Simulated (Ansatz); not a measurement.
# C62N (NV centre in diamond, charge 0, 64-site cell): the cost of one run

Computed with Ansatz 0.2.0 (DFT LDA, scalar-relativistic, plane waves, PAW, unless a step's input says otherwise).

### 1 Starting point

It takes space group R3m (No. 160, trigonal). The conventional cell has a = 10.097 Å, b = 10.097 Å, c = 12.367 Å, α = 90.00°, β = 90.00°, γ = 120.00°. N (site symmetry 3m) has 3 C at 1.55 Å as nearest neighbours. C (site symmetry m) has 3 C at 1.55 Å as nearest neighbours. C (site symmetry m) has 4 C at 1.55 Å as nearest neighbours. C (site symmetry 1) is surrounded by 4 C at 1.55 Å. Around C (site symmetry m) lie 1 N at 1.55 Å and 3 C at 1.55 Å. Only part of the 19 independent sites is listed.

As a file:

```cif
data_structure
_symmetry_space_group_name_H-M 'P 1'
_symmetry_Int_Tables_number 1
_cell_length_a 7.1400
_cell_length_b 7.1400
_cell_length_c 7.1400
_cell_angle_alpha 90.000
_cell_angle_beta 90.000
_cell_angle_gamma 90.000
_cell_volume 363.99
loop_
_atom_site_label
_atom_site_type_symbol
_atom_site_fract_x
_atom_site_fract_y
_atom_site_fract_z
_atom_site_occupancy
N1 N 0.62500 0.62500 0.62500 1
C1 C 0.62500 0.37500 0.37500 1
C2 C 0.37500 0.62500 0.37500 1
C3 C 0.37500 0.37500 0.62500 1
C4 C 0.50000 0.25000 0.25000 1
C5 C 0.50000 0.25000 0.75000 1
C6 C 0.50000 0.75000 0.25000 1
C7 C 0.50000 0.75000 0.75000 1
C8 C 0.25000 0.50000 0.25000 1
C9 C 0.25000 0.50000 0.75000 1
C10 C 0.75000 0.50000 0.25000 1
C11 C 0.75000 0.50000 0.75000 1
C12 C 0.25000 0.25000 0.50000 1
C13 C 0.25000 0.75000 0.50000 1
C14 C 0.75000 0.25000 0.50000 1
C15 C 0.75000 0.75000 0.50000 1
C16 C 0.12500 0.62500 0.62500 1
C17 C 0.62500 0.12500 0.62500 1
C18 C 0.62500 0.62500 0.12500 1
C19 C 0.12500 0.37500 0.37500 1
C20 C 0.62500 0.37500 0.87500 1
C21 C 0.62500 0.87500 0.37500 1
C22 C 0.37500 0.12500 0.37500 1
C23 C 0.37500 0.62500 0.87500 1
C24 C 0.87500 0.62500 0.37500 1
C25 C 0.37500 0.37500 0.12500 1
C26 C 0.37500 0.87500 0.62500 1
C27 C 0.87500 0.37500 0.62500 1
C28 C 0.00000 0.50000 0.50000 1
C29 C 0.50000 0.00000 0.50000 1
C30 C 0.50000 0.50000 0.00000 1
C31 C 0.12500 0.12500 0.62500 1
C32 C 0.12500 0.62500 0.12500 1
C33 C 0.62500 0.12500 0.12500 1
C34 C 0.12500 0.37500 0.87500 1
C35 C 0.12500 0.87500 0.37500 1
C36 C 0.62500 0.87500 0.87500 1
C37 C 0.37500 0.12500 0.87500 1
C38 C 0.87500 0.12500 0.37500 1
C39 C 0.87500 0.62500 0.87500 1
C40 C 0.37500 0.87500 0.12500 1
C41 C 0.87500 0.37500 0.12500 1
C42 C 0.87500 0.87500 0.62500 1
C43 C 0.00000 0.25000 0.25000 1
C44 C 0.00000 0.25000 0.75000 1
C45 C 0.00000 0.75000 0.25000 1
C46 C 0.00000 0.75000 0.75000 1
C47 C 0.25000 0.00000 0.25000 1
C48 C 0.25000 0.00000 0.75000 1
C49 C 0.75000 0.00000 0.25000 1
C50 C 0.75000 0.00000 0.75000 1
C51 C 0.25000 0.25000 0.00000 1
C52 C 0.25000 0.75000 0.00000 1
C53 C 0.75000 0.25000 0.00000 1
C54 C 0.75000 0.75000 0.00000 1
C55 C 0.12500 0.12500 0.12500 1
C56 C 0.12500 0.87500 0.87500 1
C57 C 0.87500 0.12500 0.87500 1
C58 C 0.87500 0.87500 0.12500 1
C59 C 0.00000 0.00000 0.50000 1
C60 C 0.00000 0.50000 0.00000 1
C61 C 0.50000 0.00000 0.00000 1
C62 C 0.00000 0.00000 0.00000 1
```

### 2 Ground state, relaxed

The input, input.yaml:

```yaml
crystal:
  lattice:
    - [7.14, 0.0, 0.0]
    - [0.0, 7.14, 0.0]
    - [0.0, 0.0, 7.14]
  atoms:
    - { symbol: "N", position: [0.625, 0.625, 0.625] }
    - { symbol: C, position: [0.625, 0.375, 0.375], spin: 0.333333 }
    - { symbol: C, position: [0.375, 0.625, 0.375], spin: 0.333333 }
    - { symbol: C, position: [0.375, 0.375, 0.625], spin: 0.333334 }
    - { symbol: C, position: [0.5, 0.25, 0.25] }
    - { symbol: C, position: [0.5, 0.25, 0.75] }
    - { symbol: C, position: [0.5, 0.75, 0.25] }
    - { symbol: C, position: [0.5, 0.75, 0.75] }
    - { symbol: C, position: [0.25, 0.5, 0.25] }
    - { symbol: C, position: [0.25, 0.5, 0.75] }
    - { symbol: C, position: [0.75, 0.5, 0.25] }
    - { symbol: C, position: [0.75, 0.5, 0.75] }
    - { symbol: C, position: [0.25, 0.25, 0.5] }
    - { symbol: C, position: [0.25, 0.75, 0.5] }
    - { symbol: C, position: [0.75, 0.25, 0.5] }
    - { symbol: C, position: [0.75, 0.75, 0.5] }
    - { symbol: C, position: [0.125, 0.625, 0.625] }
    - { symbol: C, position: [0.625, 0.125, 0.625] }
    - { symbol: C, position: [0.625, 0.625, 0.125] }
    - { symbol: C, position: [0.125, 0.375, 0.375] }
    - { symbol: C, position: [0.625, 0.375, 0.875] }
    - { symbol: C, position: [0.625, 0.875, 0.375] }
    - { symbol: C, position: [0.375, 0.125, 0.375] }
    - { symbol: C, position: [0.375, 0.625, 0.875] }
    - { symbol: C, position: [0.875, 0.625, 0.375] }
    - { symbol: C, position: [0.375, 0.375, 0.125] }
    - { symbol: C, position: [0.375, 0.875, 0.625] }
    - { symbol: C, position: [0.875, 0.375, 0.625] }
    - { symbol: C, position: [0.0, 0.5, 0.5] }
    - { symbol: C, position: [0.5, 0.0, 0.5] }
    - { symbol: C, position: [0.5, 0.5, 0.0] }
    - { symbol: C, position: [0.125, 0.125, 0.625] }
    - { symbol: C, position: [0.125, 0.625, 0.125] }
    - { symbol: C, position: [0.625, 0.125, 0.125] }
    - { symbol: C, position: [0.125, 0.375, 0.875] }
    - { symbol: C, position: [0.125, 0.875, 0.375] }
    - { symbol: C, position: [0.625, 0.875, 0.875] }
    - { symbol: C, position: [0.375, 0.125, 0.875] }
    - { symbol: C, position: [0.875, 0.125, 0.375] }
    - { symbol: C, position: [0.875, 0.625, 0.875] }
    - { symbol: C, position: [0.375, 0.875, 0.125] }
    - { symbol: C, position: [0.875, 0.375, 0.125] }
    - { symbol: C, position: [0.875, 0.875, 0.625] }
    - { symbol: C, position: [0.0, 0.25, 0.25] }
    - { symbol: C, position: [0.0, 0.25, 0.75] }
    - { symbol: C, position: [0.0, 0.75, 0.25] }
    - { symbol: C, position: [0.0, 0.75, 0.75] }
    - { symbol: C, position: [0.25, 0.0, 0.25] }
    - { symbol: C, position: [0.25, 0.0, 0.75] }
    - { symbol: C, position: [0.75, 0.0, 0.25] }
    - { symbol: C, position: [0.75, 0.0, 0.75] }
    - { symbol: C, position: [0.25, 0.25, 0.0] }
    - { symbol: C, position: [0.25, 0.75, 0.0] }
    - { symbol: C, position: [0.75, 0.25, 0.0] }
    - { symbol: C, position: [0.75, 0.75, 0.0] }
    - { symbol: C, position: [0.125, 0.125, 0.125] }
    - { symbol: C, position: [0.125, 0.875, 0.875] }
    - { symbol: C, position: [0.875, 0.125, 0.875] }
    - { symbol: C, position: [0.875, 0.875, 0.125] }
    - { symbol: C, position: [0.0, 0.0, 0.5] }
    - { symbol: C, position: [0.0, 0.5, 0.0] }
    - { symbol: C, position: [0.5, 0.0, 0.0] }
    - { symbol: C, position: [0.0, 0.0, 0.0] }
magnetization:
  spin_polarized: true
scf:
  occupations:
    method: explicit
    values: { up: [[1, 0.5, 0.5]], down: [[1, 0, 0]] }
  n_extra_bands: 6
output:
  forces: true
  stress: false
  eigenvalues: true
kpoints:
  mp_grid: { grid: [1, 1, 1] }
hamiltonian:
  xc: lda
relax:
  f_tol: 0.02
  max_steps: 60
```

Launch:

```sh
$ ansatz run input.yaml --threads 4 --pin off --max-ram 8192MiB --backend cpu --events-out ev --progress --plain --runs-dir out
```

**Question.** How long does this run take on 4 threads of AMD EPYC 7R43 (Zen 3), shared host, and how much memory does it need?

About 19 s, with a peak of 0.61 GiB.
